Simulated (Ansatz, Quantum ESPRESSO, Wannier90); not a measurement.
# straight K chain, spacing 4.10 Å: Wannier functions and conductance, part 5 of 5

Aim: a Wannier model and the conductance steps that follow from it, for this wire: straight K chain, spacing 4.10 Å.

Quantum ESPRESSO 7.5 and Wannier90 3.1.0; plane-wave DFT, PBE, GBRV ultrasoft pseudopotentials; cross-check by Ansatz 0.2.0 with PAW datasets.

So far. Step 2 (SCF with pw.x): The run needed 13 iterations to bring the estimated error under 1e-07 Ry. Step 6 (Wannier functions and transport): Bands and channels are those of the Wannier model: bands that were not projected, and all outside the frozen window, are missing or only approximate.

## Step 10: The same in Ansatz

As a check, the same structure is run in Ansatz.

Level of this step: plane-wave DFT, PBE, Ansatz PAW (Ansatz 0.2.0).

System of this step: straight K chain, spacing 4.10 Å, 2 periods. The cell holds 2 atoms: 2 K. Cell: a = 8.000 Å, b = 8.000 Å, c = 8.200 Å, α = 90.0°, β = 90.0°, γ = 90.0°. Vacuum lies along a and b. The structure's axis is c.

input.yaml

```yaml
crystal:
  lattice:
    - [8.0, 0.0, 0.0]
    - [0.0, 8.0, 0.0]
    - [0.0, 0.0, 8.2]
  atoms:
    - { symbol: K, position: [0.0, 0.0, 0.0] }
    - { symbol: K, position: [0.0, 0.0, 0.5] }
kpoints:
  mp_grid: { grid: [1, 1, 8] }
hamiltonian:
  xc: pbe
scf:
  occupations: { method: fermi_dirac, width: 0.05 }
  convergence: { dr2_threshold: 1.0e-08 }
output:
  transmission:
    leads: [[0, 0]]
    e_range: [-4.0, 2.0]
    de: 0.05
    kmesh: [1, 1]
    reduced_basis: true
```

On the command line:

```
ansatz run input.yaml --threads 2 --pin off --max-ram 4096MiB --backend cpu --events-out ev --progress --plain --runs-dir out
```

Numbers of over 12 decimals in the logs are rounded to 6 here.

What it wrote:

```text
Engine: ansatz 0.2.0, aarch64-unknown-linux-gnu
Pseudopotentials: kind: paw
Pseudopotential: K, paw, valence charge 9, recommended cutoff 420 eV (normal), K.paw.azcp
Functional definition: PBE
  parameter kappa = 0.804
  parameter beta = 0.066725
  exchange = pbe_x(kappa = kappa, mu = beta*pi^2/3)
  correlation = pbe_c(beta = beta)
Crystal: 2 atoms, lattice volume = 524.800 Å³
Basis set: ecut = 420 eV, 10275 PW (Γ)
Bands: 13, of which v1, the nominal top of the filled ones, is band 9 counted from 1 (8 counted from 0)
Symmetry: 32 space group operations
Space group: P4/mmm (ITA 123), of the structure as read, at distance tolerance 8.1e-5 Å
k-points: 5 of 8
Non-local potential: K, projectors of the file, l = 0: 3, l = 1: 2, l = 2: 2
PAW form: soft (Blöchl's): semilocal exchange-correlation on the pseudo side does not see the compensation charge
PAW one-centre angular grid: K, 110 points (default); XC on 64 Gauss nodes
Initial density: superposition of atomic densities (neutral atoms: chi_scale 0, normalization atom), corrected by the library's trained network
Initial wavefunctions: pseudopotential atomic-orbital guess
Functional: x = pbe(κ = 0.804, μ = 0.219515), c = pbe(β = 0.066725)
SCF iter   1: F=—  HF=-3074.956131 eV  |F-HF|=—  |Δ(HF+E_count)|=         —  Δρ=1.16e-3  dr2=5.41e-2  ethr=1.77e-3  ⟨swp⟩=7.0  Hψ=417  notcnv=0
preconditioner: auto → LDOS  [insulator: Δε(μ)=0.344 eV  Ē_g=2.207 eV  σ=0.050 eV  W_gap=0.50  n_scr=28 (ndim 8)  ℏωp=2.3 eV  f_vac=0.503  D(μ)=2.55/eV (n_scr^D=6)  ε∞_Penn≈2.1  β→1.0]
SCF iter   2: F=—  HF=-3074.962562 eV  |F-HF|=—  |Δ(HF+E_count)|=   6.43e-3  Δρ=5.56e-4  dr2=1.28e-2  ethr=3.01e-4  ⟨swp⟩=2.2  Hψ=131  notcnv=0
SCF iter   3: F=—  HF=-3074.963598 eV  |F-HF|=—  |Δ(HF+E_count)|=   1.04e-3  Δρ=1.79e-4  dr2=3.97e-4  ethr=7.11e-5  ⟨swp⟩=2.0  Hψ=90  notcnv=0
SCF iter   4: F=—  HF=-3074.963682 eV  |F-HF|=—  |Δ(HF+E_count)|=   8.40e-5  Δρ=6.04e-5  dr2=2.16e-5  ethr=2.20e-6  ⟨swp⟩=2.0  Hψ=100  notcnv=0
SCF iter   5: F=—  HF=-3074.963726 eV  |F-HF|=—  |Δ(HF+E_count)|=   4.48e-5  Δρ=1.00e-5  dr2=2.11e-6  ethr=1.20e-7  ⟨swp⟩=2.0  Hψ=112  notcnv=0
SCF iter   6: F=—  HF=-3074.963762 eV  |F-HF|=—  |Δ(HF+E_count)|=   3.52e-5  Δρ=1.81e-6  dr2=4.79e-8  ethr=1.17e-8  ⟨swp⟩=3.0  Hψ=78  notcnv=0
SCF iter   7: F=-3074.963762 eV  HF=-3074.963762 eV  |F-HF|=5.53e-9  |Δ(HF+E_count)|=   1.52e-7  Δρ=6.82e-7  dr2=3.86e-9  ethr=5.56e-11  ⟨swp⟩=6.6  Hψ=247  notcnv=0
SCF 1 converged in 7 iterations: F = -3074.963762 eV  dr2 = 3.86e-9
  greatest PAW one-centre occupation: 0.988 electrons in one spin orbital (limit 2), on the K atom at site 1 (counted from 0), in its partial waves of l = 0
transmission: 11 of 66 steps passed
transmission: 22 of 66 steps passed
[...]
transmission: 66 of 66 steps passed
SCF converged after 7 iterations
Free energy (F): -3074.963762 eV
Harris-Foulkes:  -3074.963762 eV  (|F-HF|=5.53e-9)
Internal energy: -3074.945598 eV  (E = F + TS)
E sigma→0 (E₀):  -3074.954680 eV
Entropy (-TS):   -0.018164 eV (-9.082 meV/atom)
Fermi energy:    -1.480610 eV
--- Per-component energies (eV) ---
  E_band       = -350.178101
  E_kinetic    = 502.224429
  E_local      = -2188.138522  (includes V_loc(G=0)·N_el)
  E_nonlocal   = 26.189924
  E_hartree    = 845.666560
  E_xc         = -265.902199
  E_vxc        = -323.951268  (∫ρ·V_xc dr)
  E_paw        = -1563.714954  (= ΣΔE_a)
  E_vpaw       = -57.836963  (= ΣTr[D̂ρ^β])
  E_aug_tail   = -0.000007  (compensation charges beyond the density's cutoff)
  E_ewald      = -431.270827
  E_smearing   = -0.018164  (= −TS)
  E_closure    = 0.000000  (closes the sum)
  Σ components = -3074.963762   (vs F -3074.963762, Δ=0.00e0)
--- Band table (eV; the first three rows and the last of 5) ---
  k-point 0: bands = [... 5 lower, -17.5073, -17.5073, -17.4568, -2.1308, 0.1185, 0.3693, 0.4935, 0.4935]
  k-point 1: bands = [... 5 lower, -17.5078, -17.5078, -17.4618, -2.0887, -0.2743, 0.5146, 0.5146, 0.6256]
  k-point 2: bands = [... 5 lower, -17.5093, -17.5093, -17.4760, -1.9638, -0.7289, 0.5765, 0.5765, 0.7524]
  k-point 4: bands = [... 5 lower, -17.5142, -17.5142, -17.5142, -1.4812, -1.4812, 0.8002, 0.8002, 0.8002]
--- Transmission ---
  basis      : 561 plane waves across, 11 finite elements along
  points     : 1, standing for a mesh of 1 x 1
  energies   : 121 from -4.000000 to 2.000000 eV about the Fermi level, 0.050000 eV apart; the leads are filled to 0.000000 eV, and channels, transmission and decay are at 0.000000 eV
  crystal 0  : K2, at the sites [0, 0], period 8.2000 Å: whole cells are its period
    offset         : up to 0.0000 Å between an atom of the period and one for which it stands
    channels       : 1.000000e0 a spin
    conductance    : none, the energies end too early or step too widely for 300 K: set another output.transmission.e_range or a lower de, or, where they end at an eighth of basis.ecutwfc, a higher one
```

Wall time 41 s (2 threads of Arm Neoverse V1, shared host); peak memory 0.5 GiB.

This step gave:

* free energy: -3074.9638 eV
* energy at zero smearing: -3074.9547 eV
* smearing term TS: 0.01816 eV
* Fermi energy: -1.481 eV
* symmetry operations: 32
* lead channels at the Fermi level, one spin: 1

Per spin. Open channels against energy, zero at the Fermi level:

```
energy (eV)  open channels
     -0.800              0
     -0.600              1
     -0.400              1
     -0.200              1
      0.000              1
      0.200              1
      0.400              1
      0.600              1
      0.800              1
      1.000              1
      1.200              1
      1.400              1
      1.600              0
      1.800              0
      2.000              3
```

## Step 11: By hand

1 channel × 77.48 µS = 77 µS, a two-terminal resistance of 12.906/1 = 12.91 kΩ whatever the wire's length, as long as nothing scatters.

## Step 12: What came out

| Quantity | Value |
| --- | --- |
| open channels at the Fermi level, per spin | 1 |
| total spread | 5.63 Å² |
| gauge-invariant spread | 5.63 Å² |
| largest band misfit in the frozen window | 0.119 eV |
| channels at the Fermi level by Ansatz | 1 |

**Reading.** The wire offers 1 channel per spin at the Fermi level. Between -4 and 1.5 eV the channel count from Wannier functions equals that from Ansatz's layer matching at 99 % of the energies; outside the frozen window the Wannier bands are not held to the plane-wave ones. The interpolated bands miss plane-wave levels by up to 0.12 eV between mesh points, so steps of the conductance can sit that far off. The wire is perfect, so the conductance only counts bands: each channel, with its partner of the other spin, carries G₀ = 2e²/h. It was run without spin polarisation, which was not tested.

[Logs are printed without paths, hosts, clocks, repeated set-up lines and the standing remarks that a program may print on its own settings, such as how far it seeks lower states.]

[Hosts, paths, dates, database ids (printed as entryN), source tags and the programs' standing remarks are cut or masked in the printed files.]

[Maps of the electrostatic potential energy from Ansatz leave out the sawtooth potential of an applied field or a dipole correction, so their vacuum need not be flat; planar profiles and work functions include it.]
